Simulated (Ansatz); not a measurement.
# Re in Ansatz: the effect of target pressure

Crystal: Re.

```
Re
1.0
     2.76080    0.00000    0.00000
    -1.38040    2.39092    0.00000
     0.00000    0.00000    4.45820
Re
2
Direct
  0.66667 0.33333 0.75000
  0.33333 0.66667 0.25000
```

Alike in all runs:

- Program: Ansatz 0.2.0
- Task: relaxation of cell and atoms
- Functional: PBE
- Potentials or basis: Ansatz PAW
- Cutoff: 420 eV (not typed: the program's choice for these potentials)
- k mesh: 11 × 11 × 6
- Occupations: fermi-dirac, width 0.05 eV
- Spin: no spin polarisation

Each run relaxes the cell or the atoms first.

Q: One run gave: relaxed volume 14.23 Å³/atom. Which target pressure did it use?
A. 2 GPa
B. 30 GPa
C. 20 GPa
D. 5 GPa
E. 10 GPa

A: C.

```tsv
target pressure	relaxed volume (Å³/atom)
0 GPa	14.95
2 GPa	14.87
5 GPa	14.75
10 GPa	14.57
20 GPa	14.23
30 GPa	13.93
```

Caveats: the plane-wave basis is chosen anew once the cell has moved, so the energies of steps on either side of that aren't comparable.
